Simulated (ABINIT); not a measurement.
A run of ABINIT 10.8.3 (patched build):

File run.abi:

```
# Pseudopotentials
pp_dirpath "./"
pseudos "Pd.upf"

# Structure
acell 5.2019751464 5.2019751464 5.2019751464
rprim
     0.0000000000     0.7071067812     0.7071067812
     0.7071067812     0.0000000000     0.7071067812
     0.7071067812     0.7071067812     0.0000000000
ntypat 1
znucl 46
natom 1
typat 1
xred
     0.0000000000     0.0000000000     0.0000000000

# Plane-wave basis
ecut 1006.821291 eV

# k points
kptopt 1
ngkpt 9 9 9
nshiftk 1
shiftk 0.0 0.0 0.0

# Exchange and correlation
ixc 11

# Bands and occupations
nband 13
occopt 3
tsmear 0.05 eV

# SCF cycle
nstep 100
tolvrs 1.0e-10

# Output
iomode 3
prtwf 0
prtden 0
prteig 0
prtebands 0
enunit 1
```

Potentials or basis: PseudoDojo NC SR PBE v0.5 stringent.

Run with:

```sh
$ abinit run.abi > log 2>&1
```

Hardware: 1 thread of Intel(R) Xeon(R) Platinum 8375C CPU @ 2.90GHz (Ice Lake), on a shared host.

Problem. Estimate the wall time of this run.

Solution. Run time: 9.9 s on 1 thread of Intel(R) Xeon(R) Platinum 8375C CPU @ 2.90GHz (Ice Lake) (shared host), peak memory 0.06 GiB. Counts: scf iterations 8, mpi ranks 1, k points 35, bands 13, plane waves 1083.
